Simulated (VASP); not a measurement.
**SnTe: electron localisation function with LDA**

Crystal: SnTe.

```
Sn Te
1.0
     3.71763    0.06064    0.03612
     0.06064    3.98086   -0.02723
     0.03612   -0.02723    3.94573
Sn Te
1 1
Cartesian
  0.1000 0.0156 3.8681
  1.8434 1.9643 2.0549
```

The cell comes from a database or a generator and needn't be the stable form of this composition.

The cell isn't the ideal one: all atoms moved at random, sigma 0.1 Å a component, cell strained at random, sigma 0.03.

```yaml
Program: VASP 6.6.1
Task: electron localisation function
Functional: LDA
Potentials_or_basis: VASP PAW LDA potentials, release 64 (Sn_d, Te)
Cutoff: 520 eV
k_mesh: 7 × 7 × 7
Occupations: gaussian, width 0.02 eV
Spin: no spin polarisation
Further_INCAR_settings: ALGO = Normal; EDIFF = 1e-06
```

| Quantity | Value |
| --- | --- |
| Pressure | -3.2 GPa |
| Largest force | 0.109 eV/Å |
| Band gap on the k mesh | none (metal or under the smearing width) |

Forces in eV/Å, atoms in the order of the input:
```
Sn   0.074  0.062 -0.052
Te  -0.074 -0.062  0.052
```

Stress tensor (GPa, compression positive):
```
-2.80  0.07 -0.17
 0.07 -3.45 -0.13
-0.17 -0.13 -3.47
```

Levels at points of the mesh, in eV from the Fermi level:
```csv
k point,band 6,band 7,band 8,band 9,band 10,band 11,band 12,band 13,band 14
"(0.00, 0.00, 0.00)",-12.52,-5.36,-2.20,-1.97,-1.09,3.17,3.71,5.20,5.56
```

It took 56 s on 1 thread of Intel(R) Xeon(R) Platinum 8488C (Sapphire Rapids), on a shared host, peak memory 0.27 GiB.

Spin-orbit coupling is left out, which matters for the levels of Te.
